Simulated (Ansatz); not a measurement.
The system is CoO.

```
CELL_PARAMETERS angstrom
1.50547 0.86918 2.43993
-1.50547 0.86918 2.43993
0.00000 -1.73837 2.43993
ATOMIC_POSITIONS crystal
Co 0.00000 0.00000 0.00000
O 0.50000 0.50000 0.50000
```

The cell is a database's computed one.

Base run:

| Property | Result |
| --- | --- |
| Program | Ansatz 0.2.0 |
| Functional | r2SCAN |
| Potentials or basis | Ansatz PAW |
| Cutoff | 500 eV (not typed: the program's choice for these potentials) |
| k mesh | 11 × 11 × 11 |
| Occupations | fermi-dirac, width 0.05 eV |
| Spin | collinear spin, ferromagnetic start |
| Starting moments | [2.0, 0.0] μB |
| Hubbard terms | Co d U = 6 eV |

Its results: band gap on the k mesh 2.35 eV, indirect (least direct gap 3.85 eV); pressure 8.7 GPa; net moment 3.00 μB per cell; site moments Co +2.69; O +0.15 μB.

Question: The run is repeated on the same cell with these changes: hubbard terms from Co d U = 6 eV to Co d U = 4 eV. What comes out?

Answer: Band gap on the k mesh 2.15 eV, indirect (least direct gap 3.68 eV); pressure 6.3 GPa; net moment 3.00 μB per cell; site moments Co +2.66; O +0.19 μB.

Caveats: the magnetic or orbital state may not be the lowest; odd divisions of the mesh miss points on the zone boundary, where band edges often lie, so the gap on the mesh can be too wide; a cell with one magnetic atom can't hold antiferromagnetic order, which such compounds often take; the PAW data sets come from PBE, with cores solved anew for the run's functional, which leaves a small shift of forces and pressure.

A k mesh can miss the band edges.
